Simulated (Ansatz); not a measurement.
# FeO (I4/mmm) in Ansatz: further runs

The runs below take FeO through relaxation of cell and atoms, with PBEsol.

All numbers are computed with Ansatz 0.2.0; they aren't measurements. Logs are shortened: lines on timing, memory, paths and dates and some standing lists are left out, and cuts for length are marked.

## Step 1: The structure

The structure is tetragonal, space group I4/mmm (No. 139). The conventional cell has a = 3.204 Å, b = 3.204 Å, c = 4.167 Å, α = 90.00°, β = 90.00°, γ = 90.00°. Around Fe (site symmetry 4/mmm) lie 6 O at 2.08 to 2.27 Å. O (site symmetry 4/mmm) has 6 Fe at 2.08 to 2.27 Å as nearest neighbours.

The cell comes from a database or a generator and needn't be the stable form of this composition.

## Step 2: Relaxation of cell and atoms, PBEsol, collinear spin, ferromagnetic start

input.yaml reads:

```yaml
crystal:
  lattice:
    - [-1.602103413, 1.602103413, 2.08339225]
    - [1.602103413, -1.602103413, 2.08339225]
    - [1.602103413, 1.602103413, -2.08339225]
  atoms:
    - { symbol: Fe, position: [0.0, 0.0, 0.0], spin: 3.0 }
    - { symbol: O, position: [0.5, 0.5, 0.0] }
hamiltonian:
  xc: pbesol
  pseudopotentials: { kind: paw }
magnetization:
  spin_polarized: true
kpoints:
  mp_grid: { grid: [12, 12, 12] }
scf:
  occupations: { method: fermi_dirac, width: 0.05 }
output:
  forces: true
  stress: true
  eigenvalues: true
relax:
  f_tol: 0.01
  max_steps: 40
  cell: { stress_tol: 0.05 }
```

Potentials or basis: Ansatz PAW.

The run is started by

```
> ansatz run input.yaml --threads 2 --pin off --max-ram 5632MiB --backend cpu --events-out ev --progress --plain --runs-dir out
```

What it wrote:

```text
Warning: RAYON_NUM_THREADS=2 ignored (pool sized by the plan → 2); use --threads N
Engine: ansatz 0.2.0, x86_64-unknown-linux-gnu
Pseudopotentials: kind: paw
Pseudopotential: Fe, paw, valence charge 16, recommended cutoff 420 eV (normal), Fe.paw.azcp
Pseudopotential: O, paw, valence charge 6, recommended cutoff 420 eV (normal), O.paw.azcp
Functional definition: PBEsol
  exchange = pbesol_x
  correlation = pbesol_c
Crystal: 2 atoms, lattice volume = 21.390 Å³
Basis set: ecut = 420 eV, 411 PW (Γ), exchange–correlation on 48×48×48 points (8 copies of the dense FFT grid, shifted against one another)
Bands: 17, of which v1, the nominal top of the filled ones, is band 11 counted from 1 (10 counted from 0)
Symmetry: 16 space group operations
Space group: I4/mmm (ITA 139), of the structure as read, at distance tolerance 2.8e-5 Å
Magnetic group: BNS 139.531 (UNI 1191), of the structure as read, at distance tolerance 2.8e-5 Å
k-points: 163 of 1728
Non-local potential: Fe, projectors of the file, l = 0: 3, l = 1: 2, l = 2: 3, l = 3: 1
Non-local potential: O, projectors of the file, l = 0: 2, l = 1: 2, l = 2: 1
PAW form: soft (Blöchl's): semilocal exchange-correlation on the pseudo side does not see the compensation charge
PAW frozen core: Fe, regenerated for the run's functional, and the local potential with it (the file was generated under x = pbe(κ = 0.804, μ = 0.2195149727645171), c = pbe(β = 0.06672455060314922))
PAW frozen core: O, regenerated for the run's functional, and the local potential with it (the file was generated under x = pbe(κ = 0.804, μ = 0.2195149727645171), c = pbe(β = 0.06672455060314922))
PAW one-centre angular grid: Fe, 590 points (default); XC on 64 Gauss nodes
PAW one-centre angular grid: O, 110 points (default); XC on 64 Gauss nodes
Initial density: superposition of atomic densities (chi_scale 0.1, normalization cell, long waves kept (reshape's long-wave potential 0.00 eV rms))
Starting moments: Σ|m| = 3 μB on 1 of 2 sites
Initial wavefunctions: pseudopotential atomic-orbital guess
Functional: x = pbesol(κ = 0.804, μ = 0.12345679012345678), c = pbesol(β = 0.046)
SCF iter   1: F=—  HF=-5008.294107 eV  |F-HF|=—  |Δ(HF+E_count)|=         —  Δρ=1.19e-1 (↑1.19e-1 ↓7.27e-2)  dr2=5.06e0  dr2_m=5.32e-1  M=3.418 μB ∫|m|=3.418 μB  β_m=0.30  ethr=3.10e-3  ⟨swp⟩=4.3  Hψ=23041  notcnv=0
Mixer restart at iter 1: flushing history
preconditioner: auto → none  [metal: Δε(μ)=0.007 eV  Ē_g=12.277 eV  σ=0.050 eV  W_gap=0.04  n_scr=8 (ndim 8)  ℏωp=30.0 eV  f_vac=0.000  D(μ)=3.25/eV (n_scr^D=58)  sad-step TF]
SCF iter   2: F=—  HF=-5008.299504 eV  |F-HF|=—  |Δ(HF+E_count)|=   5.40e-3  Δρ=6.75e-2 (↑6.75e-2 ↓4.45e-2)  dr2=6.10e-1  dr2_m=4.79e-1  M=3.631 μB ∫|m|=3.631 μB  β_m=0.41  ethr=3.10e-3  ⟨swp⟩=3.1  Hψ=13106  notcnv=0  defer=94
SCF iter   3: F=—  HF=-5008.536722 eV  |F-HF|=—  |Δ(HF+E_count)|=   2.37e-1  Δρ=3.78e-2 (↑3.78e-2 ↓3.41e-2)  dr2=8.89e-2  dr2_m=2.28e-1  M=3.811 μB ∫|m|=3.812 μB  β_m=0.62  ethr=2.77e-3  ⟨swp⟩=2.0  Hψ=9582  notcnv=0  defer=97
SCF iter   4: F=—  HF=-5008.690319 eV  |F-HF|=—  |Δ(HF+E_count)|=         —  Δρ=8.78e-3 (↑8.78e-3 ↓7.55e-3)  dr2=2.53e-2  dr2_m=5.16e-3  M=4.001 μB ∫|m|=4.010 μB  β_m=0.65  ethr=4.04e-4  ⟨swp⟩=2.6  Hψ=9813  notcnv=0  defer=97
Mixer restart at iter 4: flushing history
SCF iter   5: F=—  HF=-5008.692198 eV  |F-HF|=—  |Δ(HF+E_count)|=   1.88e-3  Δρ=4.87e-3 (↑4.28e-3 ↓4.87e-3)  dr2=9.86e-3  dr2_m=8.09e-4  M=4.001 μB ∫|m|=4.011 μB  β_m=0.58  ethr=1.15e-4  ⟨swp⟩=2.0  Hψ=12089  notcnv=0  defer=132
SCF iter   6: F=—  HF=-5008.692469 eV  |F-HF|=—  |Δ(HF+E_count)|=   2.70e-4  Δρ=2.45e-3 (↑9.76e-4 ↓2.45e-3)  dr2=1.09e-3  dr2_m=3.65e-4  M=4.001 μB ∫|m|=4.011 μB  β_m=0.68  ethr=4.48e-5  ⟨swp⟩=2.0  Hψ=9669  notcnv=0  defer=132
SCF iter   7: F=—  HF=-5008.693847 eV  |F-HF|=—  |Δ(HF+E_count)|=   1.38e-3  Δρ=2.21e-3 (↑2.21e-3 ↓1.02e-3)  dr2=1.28e-3  dr2_m=8.65e-5  M=4.001 μB ∫|m|=4.012 μB  β_m=0.51  ethr=4.96e-6  ⟨swp⟩=2.0  Hψ=10861  notcnv=0  defer=132
SCF iter   8: F=—  HF=-5008.693271 eV  |F-HF|=—  |Δ(HF+E_count)|=   5.76e-4  Δρ=3.20e-4 (↑3.20e-4 ↓8.17e-5)  dr2=1.79e-5  dr2_m=4.17e-6  M=4.001 μB ∫|m|=4.012 μB  β_m=0.75  ethr=4.96e-6  ⟨swp⟩=2.4  Hψ=9559  notcnv=0  defer=132
SCF iter   9: F=—  HF=-5008.693268 eV  |F-HF|=—  |Δ(HF+E_count)|=   3.10e-6  Δρ=3.20e-5 (↑2.03e-5 ↓3.20e-5)  dr2=8.73e-8  dr2_m=8.16e-8  M=4.001 μB ∫|m|=4.012 μB  β_m=0.88  ethr=8.13e-8  ⟨swp⟩=2.3  Hψ=8741  notcnv=0  defer=132
SCF iter  10: F=—  HF=-5008.693268 eV  |F-HF|=—  |Δ(HF+E_count)|=   1.11e-8  Δρ=3.97e-6 (↑3.97e-6 ↓2.26e-6)  dr2=1.62e-9  dr2_m=1.47e-9  M=4.001 μB ∫|m|=4.012 μB  β_m=0.91  ethr=3.97e-10  ⟨swp⟩=2.4  Hψ=8727  notcnv=0  defer=132
SCF iter  11: F=-5008.693268 eV  HF=-5008.693268 eV  |F-HF|=2.73e-12  |Δ(HF+E_count)|=  8.97e-10  Δρ=1.80e-6 (↑8.32e-7 ↓1.80e-6)  dr2=2.15e-10  dr2_m=2.17e-10  M=4.001 μB ∫|m|=4.012 μB  ethr=7.35e-12  ⟨swp⟩=2.9  Hψ=17275  notcnv=0
SCF 1 converged in 11 iterations: F = -5008.693268 eV  dr2 = 2.15e-10
[... 96 lines left out ...]
SCF iter   1: F=—  HF=-5008.846287 eV  |F-HF|=—  |Δ(HF+E_count)|=         —  Δρ=2.00e-5 (↑1.93e-5 ↓2.00e-5)  dr2=1.11e-7  dr2_m=3.14e-9  M=3.999 μB ∫|m|=4.008 μB  β_m=0.65  ethr=1.60e-9  ⟨swp⟩=3.1  Hψ=40595  notcnv=0
preconditioner: auto → none  [metal: Δε(μ)=0.015 eV  Ē_g=13.873 eV  σ=0.050 eV  W_gap=0.08  n_scr=0 (ndim 8)  ℏωp=31.8 eV  f_vac=0.000  D(μ)=1.24/eV (n_scr^D=14)]
SCF iter   2: F=—  HF=-5008.846287 eV  |F-HF|=—  |Δ(HF+E_count)|=   6.99e-8  Δρ=1.47e-5 (↑1.47e-5 ↓1.16e-5)  dr2=9.33e-8  dr2_m=8.11e-10  M=3.999 μB ∫|m|=4.008 μB  β_m=0.35  ethr=5.07e-10  ⟨swp⟩=2.0  Hψ=7811  notcnv=0
SCF iter   3: F=—  HF=-5008.846287 eV  |F-HF|=—  |Δ(HF+E_count)|=   1.84e-8  Δρ=6.32e-6 (↑6.32e-6 ↓4.85e-6)  dr2=5.25e-9  dr2_m=4.84e-10  M=3.999 μB ∫|m|=4.008 μB  β_m=0.67  ethr=4.24e-10  ⟨swp⟩=2.0  Hψ=7523  notcnv=0
SCF iter   4: F=—  HF=-5008.846287 eV  |F-HF|=—  |Δ(HF+E_count)|=   3.91e-8  Δρ=2.33e-6 (↑2.33e-6 ↓1.36e-6)  dr2=1.61e-9  dr2_m=4.96e-11  M=3.999 μB ∫|m|=4.008 μB  β_m=0.58  ethr=2.39e-11  ⟨swp⟩=2.0  Hψ=7834  notcnv=0
SCF iter   5: F=—  HF=-5008.846287 eV  |F-HF|=—  |Δ(HF+E_count)|=   1.58e-9  Δρ=4.43e-7 (↑4.37e-7 ↓4.43e-7)  dr2=7.88e-11  dr2_m=3.24e-12  M=3.999 μB ∫|m|=4.008 μB  β_m=0.72  ethr=7.33e-12  ⟨swp⟩=2.5  Hψ=8677  notcnv=0
SCF iter   6: F=—  HF=-5008.846287 eV  |F-HF|=—  |Δ(HF+E_count)|=  2.23e-10  Δρ=1.27e-7 (↑1.27e-7 ↓8.32e-8)  dr2=4.09e-12  dr2_m=1.10e-12  M=3.999 μB ∫|m|=4.008 μB  β_m=0.86  ethr=1.00e-12  ⟨swp⟩=1.9  Hψ=6356  notcnv=0
SCF iter   7: F=-5008.846287 eV  HF=-5008.846287 eV  |F-HF|=1.82e-12  |Δ(HF+E_count)|=  1.55e-11  Δρ=1.28e-7 (↑2.41e-8 ↓1.28e-7)  dr2=4.22e-12  dr2_m=5.45e-13  M=3.999 μB ∫|m|=4.008 μB  ethr=1.00e-12  ⟨swp⟩=3.2  Hψ=19336  notcnv=0
SCF 9 converged in 7 iterations: F = -5008.846287 eV  dr2 = 4.22e-12
relax step   9: F+E_penalty+E_count = -5008.84628680 eV  Δ(F+E_penalty+E_count) = +2.280e-4 eV  max|allowed force component| = 2.958e-31 eV/Å  Δτ_max = 0.0000 Å  P = +0.007 GPa  Ω = 19.134 Å³  stress off target by 2.01e-2 GPa  SCF on the basis re-selected at this cell (its energy is not comparable with the rows above)  (7 SCF iters)
basis re-selected at this cell: Δ(F+E_penalty+E_count) = +2.280e-4 eV, ΔP = -0.011 GPa vs the last step (what re-selecting the basis moved, of the pressure what is left beyond the Pulay correction that the steps carried, after the strain that the cell walked since its last selection, with what the two solves' SCF thresholds leave and, on support functions, any second-order correction that the steps lacked; it is no measure of the basis error at this ecutwfc). This SCF's stress stands 2.01e-2 GPa from its target on what of the cell is left free (relax.cell.stress_tol is 5.00e-2 GPa) and its largest allowed force component is 2.96e-31 eV/Å (relax.f_tol is 1.00e-2 eV/Å): within both
SCF converged after 7 iterations
Magnetization: 3.9988 μB (12.9994 up, 9.0006 down)
Absolute magnetization: 4.0082 μB (∫|ρ↑−ρ↓|, with the PAW one-centre terms)
Spin contamination: 0.0109 ħ² per cell (⟨S²⟩ above its minimum at these occupations)
Per-site moments (μB) at R_I (Å): [(3.4184641938936804, 0.8756079806500627), (0.33502475848834445, 0.8756079806500627)]
Free energy (F): -5008.846287 eV
Harris-Foulkes:  -5008.846287 eV  (|F-HF|=1.82e-12)
Internal energy: -5008.836121 eV  (E = F + TS)
E sigma→0 (E₀):  -5008.841204 eV
Entropy (-TS):   -0.010166 eV (-5.083 meV/atom)
Fermi energy:    15.361894 eV
--- Per-component energies (eV) ---
  E_band       = -250.868187
  E_kinetic    = 516.206400
  E_local      = -2536.815061  (includes V_loc(G=0)·N_el)
  E_nonlocal   = 280.740883
  E_hartree    = 1034.535366
  E_xc         = -186.568749
  E_vxc        = -240.478589  (∫ρ·V_xc dr)
  E_paw        = -1492.100521  (= ΣΔE_a)
  E_vpaw       = -339.595898  (= ΣTr[D̂ρ^β])
  E_aug_tail   = 0.003398  (compensation charges beyond the density's cutoff)
  E_ewald      = -2625.052326
  E_core_change = 0.214490  (= ΣΔE_core)
  E_smearing   = -0.010166  (= −TS)
  E_closure    = -0.000000  (closes the sum)
  Σ components = -5008.846287   (vs F -5008.846287, Δ=0.00e0)
--- Forces (eV/Å), atoms counted from 1 ---
  atom   1  Fe    -0.00000000     0.00000000     0.00000000
  atom   2  O     -0.00000000     0.00000000     0.00000000
  max |Σ_I F_I| component: 5.92e-31 eV/Å
--- Stress (GPa, compression-positive) ---
       -0.000201       0.000000       0.000000
        0.000000      -0.000201      -0.000000
       -0.000000       0.000000       0.020062
  P = ⅓ Tr σ = 0.0066 GPa (0.066 kbar)
--- Band table (eV; the first three rows and the last of 326) ---
  k-point 0 ↑: bands = ["-74.2066", "-40.3676", "-40.3676", "-40.3676", "-5.7786", "11.2908", "11.2911", "11.2911", "11.4369", "11.4369", "11.4375", "11.6975", "11.6980", "15.5446", "30.4968", "32.5363", "32.5363"]
  k-point 1 ↑: bands = ["-74.2060", "-40.3718", "-40.3692", "-40.3692", "-5.6770", "9.9831", "10.7986", "10.7990", "11.3634", "11.7263", "11.9634", "11.9639", "12.5721", "16.2430", "29.4247", "31.8792", "31.8801"]
  k-point 2 ↑: bands = ["-74.2043", "-40.3831", "-40.3737", "-40.3737", "-5.4062", "8.6186", "10.3686", "10.3692", "11.1655", "11.8046", "12.4629", "12.4633", "13.0547", "17.8449", "28.1568", "30.5150", "30.9032"]
  k-point 162 ↓: bands = ["-70.0858", "-36.4174", "-36.3732", "-36.3732", "-3.8690", "8.0647", "10.6590", "10.6590", "13.0182", "16.0856", "16.2081", "16.2081", "16.6009", "22.1277", "24.8629", "27.5282", "31.3691"]
--- Relaxed structure (7 steps of the walk, 7 accepted, 2 SCFs on fresh bases) ---
  F+E_penalty+E_count = -5008.84628680 eV   max|allowed force component| = 2.958e-31 eV/Å   (the final SCF, on the basis selected at the relaxed cell)
  cell:  # Å, volume = 19.1343 Å³
    - [-1.5011803517583364, 1.5011803517583364, 2.122686013697122]
    - [1.5011803517583364, -1.5011803517583364, 2.122686013697122]
    - [1.5011803517583364, 1.5011803517583364, -2.122686013697122]
  atoms:
    - { symbol: Fe, position: [-6.184780825891761e-69, -3.193146817657142e-35, -3.193146817657142e-35] }
    - { symbol: O, position: [0.5, 0.5, 2.215216300641572e-35] }
```

It took 38 s on 2 threads of Intel Xeon Platinum 8259CL at 2.50GHz (Skylake/Cascade Lake), shared host; peak memory 0.47 GiB.

Results:

| Property | Result |
| --- | --- |
| Free energy | -5008.8463 eV |
| Relaxed volume | 9.57 Å³/atom |
| Relaxed cell | a = 3.002 Å, b = 3.002 Å, c = 3.002 Å, α = 120.00°, β = 120.00°, γ = 90.01° |
| Space group after relaxing (to 0.05 Å) | Fm-3m (No. 225) |
| Energy gained by relaxing | 76.5 meV/atom |
| Ionic steps | 9 |
| Pressure after relaxing | 0.0 GPa |
| Band gap on the k mesh | none (metal or under the smearing width) |
| Net moment | 4.00 μB per cell |
| Absolute moment | 4.01 μB per cell |
| Site moments | Fe +3.42; O +0.34 μB |

The path:
| step | energy change (eV) | largest force (eV/Å) | volume (Å³) |
| --- | --- | --- | --- |
| 1 | 0.0000 | 0.0000 | 21.39 |
| 2 | -0.1192 | 0.0000 | 19.88 |
| 3 | -0.1487 | 0.0000 | 18.89 |
| 4 | -0.1540 | 0.0000 | 19.05 |
| 5 | -0.1575 | 0.0000 | 19.17 |
| 6 | -0.1579 | 0.0000 | 19.17 |
| 7 | -0.1530 | 0.0000 | 19.17 |
| 8 | -0.1532 | 0.0000 | 19.13 |
| 9 | -0.1530 | 0.0000 | 19.13 |

Final structure:
```
CELL_PARAMETERS angstrom
-1.50118 1.50118 2.12269
1.50118 -1.50118 2.12269
1.50118 1.50118 -2.12269
ATOMIC_POSITIONS crystal
Fe 0.00000 0.00000 0.00000
O 0.50000 0.50000 0.00000
```

Levels at points of the mesh, in eV from the Fermi level:
Spin up:
```tsv
k point	band 9	band 10	band 11	band 12	band 13	band 14	band 15	band 16	band 17
(0.00, 0.00, 0.00)	-3.93	-3.93	-3.92	-3.66	-3.66	0.18	15.13	17.17	17.17
(0.00, 0.00, -0.50)	-4.96	-3.23	-2.71	-2.71	-2.64	5.43	8.84	10.82	15.04
(0.00, -0.50, 0.00)	-3.01	-3.01	-2.43	-0.17	-0.17	3.97	8.76	12.65	12.65
(-0.50, -0.50, -0.50)	-4.96	-3.23	-2.71	-2.71	-2.64	5.43	8.84	10.81	15.04
```
Spin down:
| k point | band 5 | band 6 | band 7 | band 8 | band 9 | band 10 | band 11 | band 12 | band 13 | band 14 |
| --- | --- | --- | --- | --- | --- | --- | --- | --- | --- | --- |
| (0.00, 0.00, 0.00) | -20.57 | -3.46 | -3.46 | -3.46 | -0.80 | -0.80 | -0.80 | 0.12 | 0.12 | 1.00 |
| (0.00, 0.00, -0.50) | -19.23 | -7.30 | -4.70 | -4.70 | -2.34 | 0.72 | 0.85 | 0.85 | 1.24 | 6.77 |
| (0.00, -0.50, 0.00) | -19.21 | -8.49 | -5.50 | -5.50 | 0.46 | 0.46 | 0.67 | 2.95 | 2.96 | 4.50 |
| (-0.50, -0.50, -0.50) | -19.23 | -7.30 | -4.70 | -4.70 | -2.34 | 0.72 | 0.85 | 0.85 | 1.24 | 6.77 |

Caveat: the plane-wave basis is chosen anew once the cell has moved, so the energies of steps on either side of that aren't comparable; the pressure holds a Pulay correction of +0.7 GPa for the finite cutoff; a cell with one magnetic atom can't hold antiferromagnetic order, which such compounds often take; semilocal functionals often make such compounds metallic where correlation or magnetic order opens a gap, which also shifts bond lengths; the PAW data sets come from PBE, with cores solved anew for the run's functional, which leaves a small shift of forces and pressure. With open d or f shells a metallic result of PBEsol can be an artefact of self-interaction; +U or a hybrid may open a gap.

## Step 3: Relaxation of cell and atoms, PBEsol, collinear spin, ferromagnetic start, target pressure 2 GPa, at which the enthalpy is minimised

input.yaml: that of step 2 with these lines changed.

```diff
@@ -21,2 +21,6 @@
   eigenvalues: true
+  write_density: true
+  write_potential: true
+  elf: true
+  volumetric_format: npy
 relax:
@@ -24,2 +28,2 @@
   max_steps: 40
-  cell: { stress_tol: 0.05 }
+  cell: { stress_tol: 0.05, p_target: 2.0 }
```

Potentials or basis: Ansatz PAW.

The run is started by

```
> ansatz run input.yaml --threads 2 --pin off --max-ram 5632MiB --backend cpu --events-out ev --progress --plain --runs-dir out
```

What it wrote:

```text
Warning: RAYON_NUM_THREADS=2 ignored (pool sized by the plan → 2); use --threads N
[... 7 set-up lines as earlier in the session ...]
Crystal: 2 atoms, lattice volume = 21.390 Å³
Basis set: ecut = 420 eV, 411 PW (Γ), exchange–correlation on 48×48×48 points (8 copies of the dense FFT grid, shifted against one another)
Bands: 17, of which v1, the nominal top of the filled ones, is band 11 counted from 1 (10 counted from 0)
[... 2 set-up lines as earlier in the session ...]
Magnetic group: BNS 139.531 (UNI 1191), of the structure as read, at distance tolerance 2.8e-5 Å
[... 167 lines left out ...]
        2.009739       0.000000      -0.000000
        0.000000       2.009739      -0.000000
        0.000000      -0.000000       2.019362
  P = ⅓ Tr σ = 2.0129 GPa (20.129 kbar)
--- Band table (eV; the first three rows and the last of 326) ---
  k-point 0 ↑: bands = ["-74.0139", "-40.1747", "-40.1747", "-40.1747", "-5.6715", "11.4451", "11.4452", "11.4452", "11.6140", "11.6140", "11.6143", "11.8838", "11.8840", "15.7922", "30.7158", "32.8077", "32.8077"]
  k-point 1 ↑: bands = ["-74.0133", "-40.1791", "-40.1764", "-40.1764", "-5.5681", "10.1337", "10.9542", "10.9544", "11.5389", "11.9129", "12.1408", "12.1410", "12.7656", "16.4890", "29.6548", "32.1571", "32.1575"]
  k-point 2 ↑: bands = ["-74.0115", "-40.1909", "-40.1811", "-40.1811", "-5.2926", "8.7550", "10.5185", "10.5187", "11.3368", "11.9926", "12.6496", "12.6498", "13.2620", "18.0942", "28.3911", "30.8211", "31.1846"]
  k-point 162 ↓: bands = ["-69.8938", "-36.2291", "-36.1830", "-36.1830", "-3.7364", "8.1889", "10.8070", "10.8070", "13.1665", "16.2778", "16.4080", "16.4080", "16.8148", "22.3936", "25.1204", "27.7837", "31.6786"]
--- Relaxed structure (7 steps of the walk, 7 accepted, 2 SCFs on fresh bases) ---
  F+E_penalty+E_count = -5008.84508617 eV   max|allowed force component| = 1.874e-30 eV/Å   (the final SCF, on the basis selected at the relaxed cell)
  cell:  # Å, volume = 18.9538 Å³
    - [-1.4964057144216647, 1.4964057144216647, 2.116110832881461]
    - [1.4964057144216647, -1.4964057144216647, 2.116110832881461]
    - [1.4964057144216647, 1.4964057144216647, -2.116110832881461]
  atoms:
    - { symbol: Fe, position: [-7.077592391310265e-35, -7.45325672279934e-35, -3.756643314890755e-36] }
    - { symbol: O, position: [0.5, 0.5, -3.850400809354977e-35] }
```

Wall time 39 s (2 threads of Intel Xeon Platinum 8259CL at 2.50GHz (Skylake/Cascade Lake), shared host); peak memory 0.47 GiB.

Results:

```
Free energy                                            : -5008.8451 eV
Relaxed volume                                         : 9.48 Å³/atom
Relaxed cell                                           : a = 2.993 Å, b = 2.993 Å, c = 2.993 Å, α = 120.00°, β = 120.00°, γ = 90.00°
Space group after relaxing (to 0.05 Å)                 : Fm-3m (No. 225)
Energy change on relaxing (the enthalpy is what falls) : -75.9 meV/atom
Ionic steps                                            : 9
Pressure after relaxing                                : 2.0 GPa
Band gap on the k mesh                                 : none (metal or under the smearing width)
Net moment                                             : 4.00 μB per cell
Absolute moment                                        : 4.01 μB per cell
Site moments                                           : Fe +3.41; O +0.34 μB
```

The path:
| step | energy change (eV) | largest force (eV/Å) | volume (Å³) |
| --- | --- | --- | --- |
| 1 | 0.0000 | 0.0000 | 21.39 |
| 2 | -0.1262 | 0.0000 | 19.70 |
| 3 | -0.1448 | 0.0000 | 18.69 |
| 4 | -0.1524 | 0.0000 | 18.87 |
| 5 | -0.1573 | 0.0000 | 18.98 |
| 6 | -0.1576 | 0.0000 | 19.00 |
| 7 | -0.1523 | 0.0000 | 19.00 |
| 8 | -0.1520 | 0.0000 | 18.95 |
| 9 | -0.1518 | 0.0000 | 18.95 |

Final structure:
```yaml
crystal:
  lattice:
    - [-1.49641, 1.49641, 2.11611]
    - [1.49641, -1.49641, 2.11611]
    - [1.49641, 1.49641, -2.11611]
  atoms:
    - { symbol: Fe, position: [0.00000, 0.00000, 0.00000] }
    - { symbol: O, position: [0.50000, 0.50000, 0.00000] }
```

Levels at points of the mesh, in eV from the Fermi level:
Spin up:
| k point | band 11 | band 12 | band 13 | band 14 | band 15 | band 16 |
| --- | --- | --- | --- | --- | --- | --- |
| (0.00, 0.00, 0.00) | -3.93 | -3.66 | -3.66 | 0.24 | 15.17 | 17.26 |
| (0.00, 0.00, -0.50) | -2.69 | -2.69 | -2.61 | 5.51 | 8.91 | 10.87 |
| (0.00, -0.50, 0.00) | -2.42 | -0.14 | -0.14 | 4.00 | 8.85 | 12.72 |
| (-0.50, -0.50, -0.50) | -2.69 | -2.69 | -2.61 | 5.51 | 8.91 | 10.87 |
Spin down:
```tsv
k point	band 7	band 8	band 9	band 10	band 11	band 12
(0.00, 0.00, 0.00)	-3.49	-3.49	-0.82	-0.82	-0.81	0.12
(0.00, 0.00, -0.50)	-4.74	-4.74	-2.38	0.73	0.86	0.86
(0.00, -0.50, 0.00)	-5.55	-5.55	0.46	0.46	0.69	2.99
(-0.50, -0.50, -0.50)	-4.74	-4.74	-2.38	0.73	0.86	0.86
```

Caveat: the plane-wave basis is chosen anew once the cell has moved, so the energies of steps on either side of that aren't comparable; the pressure holds a Pulay correction of +0.7 GPa for the finite cutoff; a cell with one magnetic atom can't hold antiferromagnetic order, which such compounds often take; semilocal functionals often make such compounds metallic where correlation or magnetic order opens a gap, which also shifts bond lengths; the PAW data sets come from PBE, with cores solved anew for the run's functional, which leaves a small shift of forces and pressure.

(Part 1 of 2 ends here.)
